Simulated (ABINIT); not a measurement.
Runs of ABINIT 10.8.3 (patched build) on TiTe2. It takes space group P-3m1 (No. 164, trigonal). Conventional cell: a = 3.777 Å, b = 3.777 Å, c = 6.498 Å, α = 90.00°, β = 90.00°, γ = 120.00°. Around Te (site symmetry 3m) lie 3 Ti at 2.77 Å. Ti (site symmetry -3m) is surrounded by 6 Te at 2.77 Å. 

| task | level | potentials or basis | k mesh | cutoff (eV) | fine-grid cutoff | mesh quality | gap on the mesh (eV) | pressure (GPa) | largest force (eV/Å) |
| --- | --- | --- | --- | --- | --- | --- | --- | --- | --- |
| band structure | PBE | JTH PAW PBE v2.0 | 6 × 6 × 3 | 408 | 816.342 eV | not flagged | none | 1.0 | 0.03 |
| band structure | PW91 | JTH PAW PBE v2.0 | 8 × 8 × 4 | 408 | 816.342 eV | not flagged | none | 1.1 | 0.01 |
| single point | PBEsol | JTH PAW PBE v2.0 | 5 × 5 × 2 | 408 | 816.342 eV | coarse | none | -1.9 | 0.16 |
| single point | r2SCAN | JTH PAW PBE v2.0 | 5 × 5 × 2 | 490 | 979.61 eV | coarse | none | - | 0.18 |
| band structure | rPW86PBE | JTH PAW PBE v2.0 | 8 × 8 × 4 | 408 | 816.342 eV | not flagged | none | 4.8 | 0.18 |
| single point | r2SCAN | JTH PAW PBE v2.0 | 6 × 6 × 3 | 490 | 979.61 eV | not flagged | none | - | (b) |
| single point | LDA | JTH PAW LDA v2.0 | 3 × 3 × 2 | 408 | 816.342 eV | coarse | none | -3.5 | 0.36 |
| band structure | BP86 | JTH PAW PBE v2.0 | 8 × 8 × 4 | 408 | 816.342 eV | not flagged | none | 1.7 | 0.01 |
| band structure | PBE | SPMS NC PBE v1.0 | 6 × 6 × 3 | 816 | - | not flagged | none | 0.8 | 0.04 |
| band structure | HCTH407 | JTH PAW PBE v2.0 | 8 × 8 × 4 | 408 | 816.342 eV | not flagged | none | 2.8 | 0.29 |
| band structure | PBEsol | JTH PAW PBE v2.0 | 8 × 8 × 4 | 408 | 816.342 eV | not flagged | none | -2.0 | 0.10 |
| single point | PBE | JTH PAW PBE v2.0 | 3 × 3 × 2 | 408 | 816.342 eV | coarse | none | (a) | 0.04 |

Alike in all rows: no spin polarisation; cell as given; smearing fermi-dirac 0.05 eV.

Q: Fill in the values left out.

A: (a) 1.5; (b) 0.19.

Caveats: some runs use coarse meshes; the PAW data sets were made with another functional, which shifts forces and pressure a little (some runs); this functional lacks dispersion, which binds the layers, so the pressure and a relaxed spacing across them are unreliable (some runs).

A k mesh can miss the band edges, and the runs leave out spin-orbit coupling on Te.

A gap of «none» marks a metal or a gap under the smearing width.

Not every run made on this cell is shown here.
